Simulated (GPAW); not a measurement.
MgS:

```xyz
4
Lattice="4.0346 0.0000 0.0000 -2.0173 3.4941 0.0000 0.0000 0.0000 6.4323" Properties=species:S:1:pos:R:3 pbc="T T T"
S     2.0173    1.1647    5.6556
S     0.0000    2.3294    2.4394
Mg    0.0000    2.3294    6.4050
Mg    2.0173    1.1647    3.1888
```

The cell comes from a database or a generator and needn't be the stable form of this composition.

Base run:

* Program: GPAW 26.7.0
* Functional: r2SCAN
* Potentials or basis: GPAW PAW data sets (gpaw-data 1.2.1)
* Cutoff: 800 eV
* Basis: pw
* k mesh: 5 × 5 × 3
* Occupations: fermi-dirac, width 0.05 eV
* Spin: no spin polarisation

Its results: band gap on the k mesh 4.12 eV, direct; pressure 0.1 GPa; largest force 0.054 eV/Å.

Question: The run is repeated on the same cell with these changes: functional from r2SCAN to LDA; potentials or basis from GPAW PAW data sets (gpaw-data 1.2.1) to the program's PAW data sets (release 1.2.1) made for this functional. What comes out?

Answer: Band gap on the k mesh 3.15 eV, direct; pressure -2.1 GPa; largest force 0.051 eV/Å.

Caveats: the PAW data sets were made with another functional, which shifts forces and pressure a little (some runs).
